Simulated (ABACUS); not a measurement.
Input of an ABACUS 3.10.1 run:

File INPUT:

```
INPUT_PARAMETERS
suffix              CdS
calculation         cell-relax
basis_type          lcao
pseudo_dir          ./
orbital_dir         ./
latname             hexagonal
symmetry            1
dft_functional      MGGA_X_R2SCAN+MGGA_C_R2SCAN
ecutwfc             103
pseudo_rcut         10
nspin               1
nbands              32
ks_solver           scalapack_gvx
smearing_method     fd
smearing_sigma      0.00367493
scf_thr             1e-07
scf_nmax            100
mixing_type         broyden
mixing_beta         0.7
cal_force           1
cal_stress          1
mixing_tau          1
out_mul             1
relax_nmax          60
force_thr_ev        0.02
relax_method        cg
out_stru            1
stress_thr          0.5
```

The input STRU:

```
ATOMIC_SPECIES
Cd 112.4140 Cd_ONCV_PBE-1.2.upf
S 32.0600 S_ONCV_PBE-1.2.upf

NUMERICAL_ORBITAL
Cd_confined-atom_7au_3s2p2d1f.orb
S_confined-atom_7au_2s2p1d.orb

LATTICE_CONSTANT
7.8423634172

LATTICE_PARAMETERS
1.6233734940

ATOMIC_POSITIONS
Direct

Cd
0.0
2
0.6666666667 0.3333333333 0.5000000000 1 1 1
0.3333333333 0.6666666667 0.0000000000 1 1 1

S
0.0
2
0.6666666667 0.3333333333 0.8750000000 1 1 1
0.3333333333 0.6666666667 0.3750000000 1 1 1
```

The input KPT:

```
K_POINTS
0
Gamma
5 5 3 0 0 0
```

Potentials or basis: SG15 ONCV 1.2 PBE, DZP LCAO (the cutoffs set its grid).

Launch:

```console
$ OMP_NUM_THREADS=1 mpirun -np 4 abacus > log
```

**Question.** Predict the Mulliken charges.

**Answer.** Cd +0.59, +0.58; S -0.58, -0.59 e.

**Question.** What does it give for the relaxed volume?

**Answer.** 25.63 Å³/atom.

**Question.** Predict the space group after relaxing (to 0.05 Å).

**Answer.** P6_3mc (No. 186).

The path:
| step | energy change (eV) | largest force (eV/Å) | pressure (GPa) | volume (Å³) |
| --- | --- | --- | --- | --- |
| 1 | 0.0000 | 0.0634 | 1.29 | 100.48 |
| 2 | -0.0066 | 0.0150 | -0.62 | 103.55 |
| 3 | -0.0087 | 0.0082 | -0.01 | 102.52 |

Caveat: the atomic orbitals were generated for these runs and aren't a published set; the potentials were made for another functional, which shifts forces and pressure; the basis of atomic orbitals isn't converged, which shifts pressures, moduli and gaps. Zero-point motion and thermal expansion aren't in these numbers.
